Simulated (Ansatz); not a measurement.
KZnF3 in Ansatz: the effect of functional

KZnF3:

```
Zn K F
1.0
     4.05000    0.00000    0.00000
     0.00000    4.05000    0.00000
     0.00000    0.00000    4.05000
Zn K F
1 1 3
Direct
  0.50000 0.50000 0.50000
  0.00000 0.00000 0.00000
  0.50000 0.00000 0.50000
  0.00000 0.50000 0.50000
  0.50000 0.50000 0.00000
```

Alike in all runs:

| Quantity | Value |
| --- | --- |
| Program | Ansatz 0.2.0 |
| Task | band structure |
| Potentials or basis | Ansatz PAW |
| k mesh | 7 × 7 × 7 |
| Occupations | fermi-dirac, width 0.05 eV |
| Spin | no spin polarisation |

```csv
functional,cutoff,gap on the mesh (eV),pressure (GPa)
PBEsol,420 eV (not typed: the program's choice for these potentials),3.83,0.1
LDA,420 eV (not typed: the program's choice for these potentials),3.75,-4.8
r2SCAN,500 eV (not typed: the program's choice for these potentials),?,?
PBE,420 eV (not typed: the program's choice for these potentials),3.97,4.6
```

**Question.** What does the run with functional r2SCAN give?

**Answer.** gap on the mesh 4.74 eV; pressure -0.2 GPa.

Caveats: the k mesh misses the band edges, so the gap on the mesh is wider than the one along the path; the PAW data sets come from PBE, with cores solved anew for the run's functional, which leaves a small shift of forces and pressure (some runs).
